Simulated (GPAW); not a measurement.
The system is TaN.

```xyz
4
Lattice="2.9218 0.0000 0.0000 -1.4609 2.5303 0.0000 0.0000 0.0000 5.9165" Properties=species:S:1:pos:R:3 pbc="T T T"
Ta    0.0000    0.0000    2.9583
Ta    0.0000    0.0000    0.0000
N     0.0000    1.6869    1.4791
N     1.4609    0.8434    4.4374
```

The cell comes from a database or a generator and needn't be the stable form of this composition.

Program: GPAW 26.7.0. Alike in all runs: task band structure; no spin polarisation; cell as given; cutoff (eV) 800; smearing fermi-dirac 0.05 eV.

Order these runs on this cell by their pressure, lowest first.
A. level LDA; potentials or basis the program's PAW data sets (release 1.2.1) made for this functional, pw; k mesh 10 × 10 × 5; band points 60
B. level PBE; potentials or basis GPAW PAW data sets (gpaw-data 1.2.1), pw; k mesh 10 × 10 × 5; band points 60
C. level r2SCAN; potentials or basis GPAW PAW data sets (gpaw-data 1.2.1), pw; k mesh 7 × 7 × 4; band points 100

A (-18.4 GPa), C (-5.4 GPa), B (-1.2 GPa).

Caveats: the PAW data sets were made with another functional, which shifts forces and pressure a little (some runs); so large a pressure means that the cell lies far from this level's equilibrium, or that cutoff or potentials fall short (some runs).
